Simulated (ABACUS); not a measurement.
# MgS (Niningerite) (Fm-3m) in ABACUS: settings compared

One crystal, MgS (Niningerite), is run at these levels: r2SCAN, LDA, PBEsol; tasks: single point.

Program: ABACUS 3.10.1. These are calculated values, not measurements. Logs are shortened: lines on timing, memory, paths and dates and some standing lists are left out, and cuts for length are marked.

**1. The crystal as given**

Symmetry: Fm-3m, No. 225, cubic system. The conventional cell has a = 5.203 Å, b = 5.203 Å, c = 5.203 Å, α = 90.00°, β = 90.00°, γ = 90.00°. Around S (site symmetry m-3m) lie 6 Mg at 2.60 Å. Around Mg (site symmetry m-3m) lie 6 S at 2.60 Å.

**2. Single point, r2SCAN**

INPUT reads:

```
INPUT_PARAMETERS
suffix              MgS
calculation         scf
basis_type          pw
pseudo_dir          ./
symmetry            1
dft_functional      MGGA_X_R2SCAN+MGGA_C_R2SCAN
ecutwfc             97
pseudo_rcut         7
nspin               1
nbands              18
ks_solver           dav
smearing_method     fd
smearing_sigma      0.00367493
scf_thr             1e-08
scf_nmax            100
mixing_type         broyden
mixing_beta         0.7
cal_force           1
cal_stress          1
mixing_tau          1
out_chg             1
kpar                4
```

STRU reads:

```
ATOMIC_SPECIES
S 32.0600 S_ONCV_PBE-1.2.upf
Mg 24.3050 Mg_ONCV_PBE-1.2.upf

LATTICE_CONSTANT
1.8897261246

LATTICE_VECTORS
0.0000000000 2.6016500000 2.6016500000
2.6016500000 0.0000000000 2.6016500000
2.6016500000 2.6016500000 0.0000000000

ATOMIC_POSITIONS
Direct

S
0.0
1
0.5000000000 0.5000000000 0.5000000000 1 1 1

Mg
0.0
1
0.0000000000 0.0000000000 0.0000000000 1 1 1
```

KPT reads:

```
K_POINTS
0
Gamma
6 6 6 0 0 0
```

Potentials or basis: SG15 ONCV 1.2 PBE, plane waves.

Started as:

```console
> OMP_NUM_THREADS=1 mpirun -np 4 abacus > log
```

running log:

```text
ABACUS v3.10.1

               Atomic-orbital Based Ab-initio Computation at UStc

 ------------------------------------------------------------------------------------

 READING GENERAL INFORMATION
                           global_out_dir = OUT.MgS/
                           global_in_card = INPUT
                               pseudo_dir = ./
                              orbital_dir =
                                    DSIZE = 4
                                    GSIZE = 1

 READING UNITCELL INFORMATION
                                    ntype = 2
                  lattice constant (Bohr) = 1.88973
              lattice constant (Angstrom) = 1

 READING ATOM TYPE 1
                               atom label = S
                      L=0, number of zeta = 1
                      L=1, number of zeta = 1
                      L=2, number of zeta = 1
             number of atom for this type = 1

 READING ATOM TYPE 2
                               atom label = Mg
                      L=0, number of zeta = 1
                      L=1, number of zeta = 1
                      L=2, number of zeta = 1
             number of atom for this type = 1

                        TOTAL ATOM NUMBER = 2
DIRECT COORDINATES
    atom                   x                   y                   z     mag                  vx                  vy                  vz
taud_S1            0.5000000000        0.5000000000        0.5000000000  0.0000        0.0000000000        0.0000000000        0.0000000000
taud_Mg1            0.0000000000        0.0000000000        0.0000000000  0.0000        0.0000000000        0.0000000000        0.0000000000

                          Volume (Bohr^3) = 237.669
                             Volume (A^3) = 35.2189

 Lattice vectors: (Cartesian coordinate: in unit of a_0)
                   +0            +2.60165            +2.60165
             +2.60165                  +0            +2.60165
             +2.60165            +2.60165                  +0
 Reciprocal vectors: (Cartesian coordinate: in unit of 2 pi/a_0)
            -0.192186           +0.192186           +0.192186
            +0.192186           -0.192186           +0.192186
            +0.192186           +0.192186           -0.192186
 The esolver type has been set to : ksdft_pw

                PAO radial cut off (Bohr) = 7

 Read in pseudopotential file is S_ONCV_PBE-1.2.upf
                     pseudopotential type = NC
          exchange-correlation functional = PBE
                 nonlocal core correction = 0
                        valence electrons = 6
                                     lmax = 1
                           number of zeta = 0
                     number of projectors = 4
                           L of projector = 0
                           L of projector = 0
                           L of projector = 1
                           L of projector = 1
 XC functional updated to : MGGA_X_R2SCAN+MGGA_C_R2SCAN
          exchange-correlation functional = MGGA_X_R2SCAN+MGGA_C_R2SCAN
                PAO radial cut off (Bohr) = 7

 Read in pseudopotential file is Mg_ONCV_PBE-1.2.upf
                     pseudopotential type = NC
          exchange-correlation functional = PBE
                 nonlocal core correction = 0
                        valence electrons = 10
                                     lmax = 1
                           number of zeta = 0
                     number of projectors = 4
                           L of projector = 0
                           L of projector = 0
                           L of projector = 1
                           L of projector = 1
 XC functional updated to : MGGA_X_R2SCAN+MGGA_C_R2SCAN
          exchange-correlation functional = MGGA_X_R2SCAN+MGGA_C_R2SCAN
     initial pseudo atomic orbital number = 0

 SETUP THE ELECTRONS NUMBER
             electron number of element S = 6
       total electron number of element S = 6
            electron number of element Mg = 10
      total electron number of element Mg = 10
            AUTOSET number of electrons:  = 16
                           occupied bands = 8
                                   NBANDS = 18
                                   NLOCAL = 18

%%%%%%%%%%%%%%%%%%%%%%%%%%%%%%%%%%%%%%%%%%%%%%%%%%%%%%%%%%%%%%%%%%%%%%%%%%%%%%%%%%%%%%%%%%%%%%%%%%%%%%%%%%
 Warning: the number of valence electrons in pseudopotential > 2 for Mg: [Ne] 3s2
 Pseudopotentials with additional electrons can yield (more) accurate outcomes, but may be less efficient.
 If you're confident that your chosen pseudopotential is appropriate, you can safely ignore this warning.
%%%%%%%%%%%%%%%%%%%%%%%%%%%%%%%%%%%%%%%%%%%%%%%%%%%%%%%%%%%%%%%%%%%%%%%%%%%%%%%%%%%%%%%%%%%%%%%%%%%%%%%%%%

 SETUP THE PLANE WAVE BASIS
 energy cutoff for charge/potential (unit:Ry) = 388
[... 35 lines left out ...]
                           ALPHA (DEGREE) = 60
                           BETA  (DEGREE) = 60
                           GAMMA (DEGREE) = 60

 The lattice vectors have been changed (STRU_SIMPLE.cif)

(for optimal symmetric configuration:)
                             BRAVAIS TYPE = 3
                     BRAVAIS LATTICE NAME = 03. Cubic F (face-centered)
                                    ibrav = 3
                                    IBRAV = 3
                                  BRAVAIS = FACE CENTERED CUBIC
                       LATTICE CONSTANT A = 5.2033
Original cell was already a primitive cell.
                        ROTATION MATRICES = 48
              PURE POINT GROUP OPERATIONS = 48
                   SPACE GROUP OPERATIONS = 48
                              POINT GROUP = O_h
               POINT GROUP IN SPACE GROUP = O_h

 SETUP K-POINTS
                                    nspin = 1
                   Input type of k points = Monkhorst-Pack(Gamma)
                                   nkstot = 216
                       right hand lattice = 1
(for reciprocal lattice: )
                             BRAVAIS TYPE = 2
                     BRAVAIS LATTICE NAME = 02. Cubic I (body-centered)
                                    ibrav = 2
                       right hand lattice = 1
(for k-lattice: )
                             BRAVAIS TYPE = 2
                     BRAVAIS LATTICE NAME = 02. Cubic I (body-centered)
                                    ibrav = 2
                       right hand lattice = 1
                        ROTATION MATRICES = 48
                               nkstot_ibz = 16
K-POINTS REDUCTION ACCORDING TO SYMMETRY
     IBZ    DIRECT_X    DIRECT_Y    DIRECT_Z  WEIGHT  ibz2bz
       1  0.00000000  0.00000000  0.00000000  0.0046       0
       2  0.16666667  0.16666667  0.16666667  0.0370       1
       3  0.33333333  0.33333333  0.33333333  0.0370       2
       4  0.50000000  0.50000000  0.50000000  0.0185       3
       5  0.16666667  0.16666667  0.00000000  0.0278       7
       6  0.33333333  0.33333333  0.16666667  0.1111       8
[... 8 lines left out ...]
      15  0.50000000  0.33333333 -0.33333333  0.1111      52
      16  0.50000000  0.33333333 -0.16666667  0.0556      58

                               nkstot now = 16
[... K-POINTS DIRECT COORDINATES: 16 rows ...]

           k-point number in this process = 4
       minimum distributed K point number = 4
[... stars of the k points ...]

[... K-POINTS CARTESIAN COORDINATES: 4 rows ...]

[... K-POINTS DIRECT COORDINATES: 4 rows ...]

 SETUP PLANE WAVES FOR WAVE FUNCTIONS
     energy cutoff for wavefunc (unit:Ry) = 97
              fft grid for wave functions = [ 45, 45, 45 ]
                    number of plane waves = 4573
                         number of sticks = 361

 PARALLEL PW FOR WAVE FUNCTIONS
     PROC   COLUMNS(POT)             PW
        1            361           4573
 --------------- sum -------------------
        1            361           4573

 SETUP NONLOCAL PSEUDOPOTENTIALS IN PLANE WAVE BASIS
 S non-local projectors:
 projector 1 L=0
 projector 2 L=0
 projector 3 L=1
 projector 4 L=1
 Mg non-local projectors:
 projector 1 L=0
 projector 2 L=0
 projector 3 L=1
 projector 4 L=1
      TOTAL NUMBER OF NONLOCAL PROJECTORS = 16

 Init Non-Local PseudoPotential table :
 Init Non-Local-Pseudopotential done.

                                     npwx = 3839

 -------------------------------------------
 SELF-CONSISTENT
 -------------------------------------------
                                 init_chg = atomic

 PW ALGORITHM --------------- ION=   1  ELEC=   1--------------------------------
 Notice: Threshold on eigenvalues was too large.
 hsover_error=0.16 > DRHO=0.113157
 Origin diag ethr = 0.01
 New diag ethr = 0.000707229

 Density error is 0.113810966267
                          Error Threshold = 0.00070722897919
----------------------------------------------------------
     Energy           Rydberg                 eV
----------------------------------------------------------
 E_KohnSham     -129.4303810142      -1760.9906761042
 E_Harris       -130.6228429351      -1777.2149528763
 E_Fermi        0.5551440699         7.5531225616
----------------------------------------------------------
[... 63 lines left out ...]
 Density error is 2.75752268378e-10
                          Error Threshold = 9.62703577395e-10
----------------------------------------------------------
     Energy           Rydberg                 eV
----------------------------------------------------------
 E_KohnSham     -129.4538842381      -1761.3104538705
 E_KS(sigma->0) -129.4538842381      -1761.3104538705
 E_Harris       -129.4538728488      -1761.3102989118
 E_band         -25.2922758796       -344.1190673506
 E_one_elec     -68.1877889570       -927.7424638367
 E_Hartree      34.1651002722        464.8400364430
 E_xc           -18.7177190272       -254.6676323332
 E_Ewald        -76.7134765261       -1043.7403941436
 E_entropy(-TS) -0.0000000000        -0.0000000000
 E_descf        0.0000000000         0.0000000000
 E_exx          0.0000000000         0.0000000000
 E_Fermi        0.6253456365         8.5082638762
----------------------------------------------------------

 charge density convergence is achieved
 final etot is -1761.3104539 eV
 EFERMI = 8.5082638762 eV

 STATE ENERGY(eV) AND OCCUPATIONS    NSPIN == 1
 1/4 kpoint (Cartesian) = 0.0000 0.0000 0.0000 (3839 pws)
       1       -71.2915     0.00925926
       2       -36.1066     0.00925926
       3       -36.1066     0.00925926
       4       -36.1066     0.00925926
       5       -6.73284     0.00925926
       6        6.52472     0.00925926
[... 59 lines left out ...]
       6        1.65378      0.0370370
[... 10 lines left out ...]
      17        23.2387        0.00000
      18        24.9117        0.00000

------------------------------------------------------------------------------------------
 TOTAL-FORCE (eV/Angstrom)
------------------------------------------------------------------------------------------
                        S1         0.0000000000         0.0000000000         0.0000000000
                       Mg1         0.0000000000         0.0000000000         0.0000000000
------------------------------------------------------------------------------------------

----------------------------------------------------------------
 TOTAL-STRESS (KBAR)
----------------------------------------------------------------
         0.2591002226         0.0000000000         0.0000000000
         0.0000000000         0.2591002226         0.0000000000
         0.0000000000         0.0000000000         0.2591002226
----------------------------------------------------------------
 TOTAL-PRESSURE: 0.259100 KBAR

 --------------------------------------------
 !FINAL_ETOT_IS -1761.3104538705176765 eV
 --------------------------------------------
```

It took 27 s on 4 MPI ranks of Intel Xeon Platinum 8259CL at 2.50GHz (Skylake/Cascade Lake), shared host; peak memory 0.4 GiB.

What came out:

```yaml
Free_energy: -1761.3105 eV
Pressure: 0.0 GPa
Band_gap_on_the_k_mesh: 3.53 eV, indirect (least direct gap 4.55 eV)
```

Caveat: the potentials were made for another functional, which shifts forces and pressure. r2SCAN opens gaps a little over a GGA but as a rule still falls short of measured ones.

**3. Single point, LDA**

INPUT: that of step 2 with these lines changed.

```diff
@@ -6,4 +6,4 @@
 symmetry            1
-dft_functional      MGGA_X_R2SCAN+MGGA_C_R2SCAN
-ecutwfc             97
+dft_functional      pz
+ecutwfc             84
 pseudo_rcut         7
@@ -20,3 +20,2 @@
 cal_stress          1
-mixing_tau          1
 out_chg             1
```

STRU: that of step 2 with these lines changed.

```diff
@@ -1,4 +1,4 @@
 ATOMIC_SPECIES
-S 32.0600 S_ONCV_PBE-1.2.upf
-Mg 24.3050 Mg_ONCV_PBE-1.2.upf
+S 32.0600 S.upf
+Mg 24.3050 Mg.upf
```

KPT reads:

```
K_POINTS
0
Gamma
7 7 7 0 0 0
```

Potentials or basis: PseudoDojo NC SR 0.4.1 LDA stringent, plane waves.

Started as:

```console
> OMP_NUM_THREADS=1 mpirun -np 4 abacus > log
```

Wall time 7.5 s (4 MPI ranks of AMD EPYC 7R43 (Zen 3), shared host); peak memory 0.32 GiB.

Results (log left out):

```
Free energy            : -1916.9418 eV
Pressure               : -3.2 GPa
Band gap on the k mesh : 2.77 eV, indirect (least direct gap 3.48 eV)
```

Levels at points of the mesh, in eV from the valence-band top:
```
           k point  band 5  band 6  band 7  band 8  band 9  band 10  band 11  band 12
(0.00, 0.00, 0.00)  -12.65    0.00    0.00    0.00    3.48     7.83     7.83     7.83
```

Caveat: an odd mesh through Γ misses points on the zone boundary, where band edges often lie.

**4. Single point, PBEsol**

INPUT: that of step 3 with these lines changed.

```diff
@@ -6,3 +6,3 @@
 symmetry            1
-dft_functional      pz
+dft_functional      pbesol
 ecutwfc             84
@@ -21,2 +21,3 @@
 out_chg             1
-kpar                4
+out_pot             2
+out_elf             1
```

STRU is that of step 3.

KPT is that of step 3.

Potentials or basis: PseudoDojo NC SR 0.5 PBE stringent, plane waves.

Started as:

```console
> OMP_NUM_THREADS=1 mpirun -np 4 abacus > log
```

It took 4.5 s on 4 MPI ranks of Intel Xeon 6975P-C (Granite Rapids), shared host; peak memory 0.24 GiB.

Results (log left out):

```yaml
Free_energy: -1914.1995 eV
Pressure: -0.7 GPa
Band_gap_on_the_k_mesh: 2.90 eV, indirect (least direct gap 3.58 eV)
```

Levels at points of the mesh, in eV from the valence-band top:
| k point | band 6 | band 7 | band 8 | band 9 | band 10 | band 11 |
| --- | --- | --- | --- | --- | --- | --- |
| (0.00, 0.00, 0.00) | 0.00 | 0.00 | 0.00 | 3.58 | 7.83 | 7.83 |

Caveat: the potentials were made for another functional, which shifts forces and pressure; an odd mesh through Γ misses points on the zone boundary, where band edges often lie.

**5. Summary**

```csv
level,potentials or basis,k mesh,cutoff (eV),gap on the mesh (eV),pressure (GPa)
r2SCAN,"SG15 ONCV 1.2 PBE, plane waves",6 × 6 × 6,1320,3.53,0.0
LDA,"PseudoDojo NC SR 0.4.1 LDA stringent, plane waves",7 × 7 × 7,1143,2.77,-3.2
PBEsol,"PseudoDojo NC SR 0.5 PBE stringent, plane waves",7 × 7 × 7,1143,2.90,-0.7
```

Alike in all rows: task single point; no spin polarisation; cell as given; smearing fermi-dirac 0.05 eV.

Caveats: the potentials were made for another functional, which shifts forces and pressure (some runs); an odd mesh through Γ misses points on the zone boundary, where band edges often lie (some runs).

Absolute energies hang on the potentials; compare differences alone.
